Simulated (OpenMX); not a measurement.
Runs of OpenMX 3.8.5 on Sc. Symmetry: Fm-3m, No. 225, cubic system. The conventional cell has a = 4.520 Å, b = 4.520 Å, c = 4.520 Å, α = 90.00°, β = 90.00°, γ = 90.00°. Around Sc (site symmetry m-3m) lie 12 Sc at 3.20 Å. This isn't the form of Sc at room conditions, which is hcp.

| task | level | potentials or basis | spin | U | cell | k mesh | SCF threshold | max SCF cycles | hubbard projector | start of the occupations | hubbard shell | other keys | gap on the mesh (eV) | pressure (GPa) | moment (μB) |
| --- | --- | --- | --- | --- | --- | --- | --- | --- | --- | --- | --- | --- | --- | --- | --- |
| single point | PBE | OpenMX 2013 PBE set, Sc7.0-s3p2d2, grid cutoff 400 Ry | off | - | as given | 11 × 11 × 11 | 1e-08 Ha | 100 | - | - | - | - | none | 3.6 | - |
| single point | PBE+D4 | OpenMX 2013 PBE set, Sc7.0-s3p2d1, grid cutoff 400 Ry | off | - | as given | 11 × 11 × 11 | 1e-08 Ha | 100 | - | - | - | - | none | (a) | - |
| band structure | PBE+D3+U | OpenMX 2013 PBE set, Sc7.0-s2p2d1, grid cutoff 400 Ry | collinear, random start | Sc U = 4 eV | as given | 7 × 7 × 7 | 1e-07 Ha | 120 | dual | extended orbital polarisation | Sc d | 1DFFT.EnergyCutoff = 4900; 1DFFT.NumGridK = 500; … | - | - | 0.87 |
| single point | PBE | OpenMX 2013 PBE set, Sc7.0-s3p2d2, grid cutoff 400 Ry | off | - | cell strained at random at fixed volume | 11 × 11 × 11 | 1e-08 Ha | 100 | - | - | - | - | none | 3.7 | - |
| density of states | PBE+D2 | OpenMX 2013 PBE set, Sc7.0-s3p2d2, grid cutoff 400 Ry | non-collinear, random start, moments held on the sites, SOC | - | cell strained at random at fixed volume | 7 × 7 × 7 | 1e-07 Ha | 100 | - | - | - | - | none | - | 0.27 |

Alike in all rows: smearing fermi-dirac 0.05 eV.

Question: Fill in the values left out.

Answer: (a) 2.4.

Caveats: the basis of atomic orbitals isn't converged, which shifts pressures, moduli and gaps; pairwise dispersion overbinds metals, which lowers pressure and volume (some runs); the transition metal has a single d function, too few for pressures, volumes and moments (some runs); U acts on the first radial function of the shell alone, so its value doesn't carry over to other programs (some runs); the U is typed as a test and isn't derived for this compound (some runs); total energies with and without spin-orbit coupling shouldn't be compared in this program (some runs).

A gap of «none» marks a metal or a gap under the smearing width.
